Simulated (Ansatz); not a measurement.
# ZnS: the cell at several levels of theory

The task here is to estimate one member of a computed series from the others.

Code: Ansatz 0.2.0. PAW datasets, plane waves, zero pressure. No spin polarisation and no zero-point or thermal motion; the cell was built from a prototype and may be hypothetical.

## The system as given

This is the cell as the run starts from it, not yet at rest; its lengths are not the crystal's.

Space group P6_3/mmc (No. 194), hexagonal; a = 3.298 Å, c = 5.377 Å in the conventional setting, 12.66 Å³ an atom. Around Zn lie 6 S at 2.33 Å; around S lie 6 Zn at 2.33 Å.

The structure in full:

```cif
data_structure
_symmetry_space_group_name_H-M 'P6_3/mmc'
_symmetry_Int_Tables_number 194
_cell_length_a 3.2985
_cell_length_b 3.2985
_cell_length_c 5.3765
_cell_angle_alpha 90.000
_cell_angle_beta 90.000
_cell_angle_gamma 120.000
_cell_volume 50.66
loop_
_atom_site_label
_atom_site_type_symbol
_atom_site_symmetry_multiplicity
_atom_site_Wyckoff_symbol
_atom_site_fract_x
_atom_site_fract_y
_atom_site_fract_z
_atom_site_occupancy
Zn1 Zn 2 a 0.00000 0.00000 0.00000 1
S1 S 2 c 0.33333 0.66667 0.25000 1
```

The first run:

Input file input.yaml:

```yaml
crystal:
  lattice:
    - [3.29847081, 0.0, 0.0]
    - [-1.649235405, 2.8565595151, 0.0]
    - [0.0, 0.0, 5.3765074203]
  atoms:
    - { symbol: Zn, position: [0.0, 0.0, 0.0] }
    - { symbol: Zn, position: [0.0, 0.0, 0.5] }
    - { symbol: S, position: [0.3333333333, 0.6666666667, 0.25] }
    - { symbol: S, position: [0.6666666667, 0.3333333333, 0.75] }
kpoints:
  mp_grid: { grid: [12, 12, 4] }
hamiltonian:
  xc: pbe
scf:
  occupations: { method: fermi_dirac, width: 0.02 }
relax:
  f_tol: 0.005
  cell: {}
```

The run is started by

```
$ ansatz run input.yaml --threads 2 --pin off --max-ram 2211MiB --backend cpu --events-out ev --progress --plain --runs-dir out
```

Steps of the session up to this table: PBE: cell and atoms; Relaxing with r2SCAN; Relaxation with PBEsol; Relaxing with LDA; Relaxation with HSE06.

One of the session's tables, all rows but one given; the rest of the session is left out.

| level | a (Å) | c (Å) | volume (Å³/atom) |
| --- | --- | --- | --- |
| PBE | ? | ? | ? |
| r2SCAN | 3.590 | 5.880 | 16.404 |
| PBEsol | 3.565 | 5.817 | 16.004 |
| LDA | 3.530 | 5.752 | 15.521 |
| HSE06 | 3.600 | 5.899 | 16.549 |

Estimate the missing values for PBE.

**Answer.** a (Å): 3.624; c (Å): 5.914; volume (Å³/atom): 16.818. In the column «a (Å)» it is the highest.

From the start to the first minimum the volume moved by +32.8 %. The volume runs from LDA (least) to PBE (most), a spread of 8.4 %, or 2.7 % in length if all axes shared it alike. The meshes differ: PBE 12×12×4, r2SCAN 12×12×4, PBEsol 12×12×4, LDA 12×12×4, HSE06 6×6×4.
